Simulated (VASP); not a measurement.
Input of a VASP 6.6.1 run:

INCAR

```
ALGO     = Normal         # electronic algorithm
EDIFF    = 1E-7           # SCF threshold, eV
ENCUT    = 520            # plane-wave cutoff, eV
GGA      = PS             # functional
ISIF     = 2              # what is computed and relaxed
ISMEAR   = 0              # smearing method
LASPH    = T              # aspherical terms in the spheres
LCHARG   = F              # write CHGCAR
LREAL    = F              # projectors in reciprocal space
LWAVE    = F              # write WAVECAR
NBANDS   = 11             # bands
NELM     = 100            # most SCF steps
PREC     = Accurate       # precision mode
SIGMA    = 0.05           # smearing width, eV
```

KPOINTS

```
k-points
0
Gamma
  8 8 8
```

POSCAR

```
Hf
1.0
   -1.7803206758      1.7803206758      1.7803206758
    1.7803206758     -1.7803206758      1.7803206758
    1.7803206758      1.7803206758     -1.7803206758
Hf
1
Direct
    0.0000000000      0.0000000000      0.0000000000
```

Potentials or basis: VASP PAW PBE potentials, release 64 (Hf_pv).

Launch:

```bash
$ cat potpaw_PBE.64/Hf_pv/POTCAR > POTCAR
$ mpirun -np 1 vasp_std > vasp.out
```

Question: What does it give for the pressure?

Answer: -6.2 GPa.

Question: Predict the band gap on the k mesh.

Answer: None (metal or under the smearing width).

Caveat: the PAW data sets were made with another functional, which shifts forces and pressure a little. Spin-orbit coupling is left out, which matters for the levels of Hf.
